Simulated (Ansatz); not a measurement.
Theory: DFT PBE, scalar-relativistic, plane waves, PAW in Ansatz. Plane waves to 420 eV, a 12×12×12 mesh through Γ for the 6-atom cell and 0.02 eV Gaussian smearing; no spin polarisation.

Formation energies are uncorrected and refer to the elements' standard structures at the same level (N₂ as a molecule).

**Question.** Find a candidate trigonal wide-gap insulator with formula BN, with a gap near 5.5 eV, a formation energy near −1.16 eV/atom and a density near 3.46 g/cm³, in a cell of 6 atoms.

**Answer.** BN, space group R3m (No. 160). B on its first site has 4 N at 1.57–1.58 Å; around B on its second site lie 4 N at 1.57 Å; B on its third site has 4 N at 1.57–1.58 Å; around N on its first site lie 4 B at 1.57–1.58 Å; 2 more sites not described.

```
B N
1.0
     1.27860    0.73820    6.31685
    -1.27860    0.73820    6.31685
     0.00000   -1.47640    6.31685
B N
3 3
Direct
  0.23586 0.23586 0.23586
  0.45854 0.45854 0.45854
  0.68067 0.68067 0.68067
  0.31938 0.31938 0.31938
  0.76416 0.76416 0.76416
  0.54138 0.54138 0.54138
```

The volume per atom is 5.96 Å³ and the density is 3.46 g/cm³. The formation energy is −1.164 eV/atom and the gap on the 12×12×12 mesh of the 6-atom cell is 5.53 eV.

It was reached by relaxing an invented guess, and it needn't be the stable form of this composition. Other answers may fit too; this one was computed.

Kohn–Sham gaps at this level usually fall short of measured ones. Symmetry constrained the relaxation, so the result can be a saddle point.
